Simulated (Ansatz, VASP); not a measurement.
GaCo in VASP and in Ansatz

```
Ga Co
1.0
     2.85868    0.00000    0.00000
     0.00000    2.85868    0.00000
     0.00000    0.00000    2.85868
Ga Co
1 1
Cartesian
  1.4293 1.4293 1.4293
  0.0000 0.0000 0.0000
```

Alike in both runs: task single point; functional r2SCAN; k mesh 9 × 9 × 9; occupations tetrahedron; collinear spin; Hubbard terms Co d U = 6.2 eV.

|  | VASP | Ansatz |
| --- | --- | --- |
| version | VASP 6.6.1 | Ansatz 0.2.0 |
| potentials or method | VASP PAW PBE potentials, release 64 (Ga_d, Co) | Ansatz PAW |
| plane-wave cutoff (eV) | 520 | 500 |
| valence electrons in the cell | 22 | 30 |

```tsv
	VASP	Ansatz	Ansatz less VASP
gap on the k mesh at the Fermi level (eV)	none	none	-
pressure (GPa)	27.4	33.3	+5.85
net moment per atom (μB)	0.94	0.91	-0.030
size of the moment on the site where the two differ most (μB)	1.93	1.81	-0.118
```

Site moments also hang on the region over which each program counts them. The programs project onto different local orbitals, so the same U acts differently. A gap of «none» marks a metal or a gap that the smearing closes. The two sets of potentials don't hold the same shells in valence.

Caveats: the U is typed as a test and isn't derived for this compound; the PAW data sets were made with another functional, which shifts forces and pressure a little (VASP); tetrahedron occupations give inexact forces and stress in metals (VASP); the magnetic or orbital state may not be the lowest (Ansatz); the PAW data sets come from PBE, with cores solved anew for the run's functional, which leaves a small shift of forces and pressure (Ansatz); with tetrahedron occupations forces and stress needn't match the slope of the energy (Ansatz). The state reached can hang on the start; a lower one may exist.
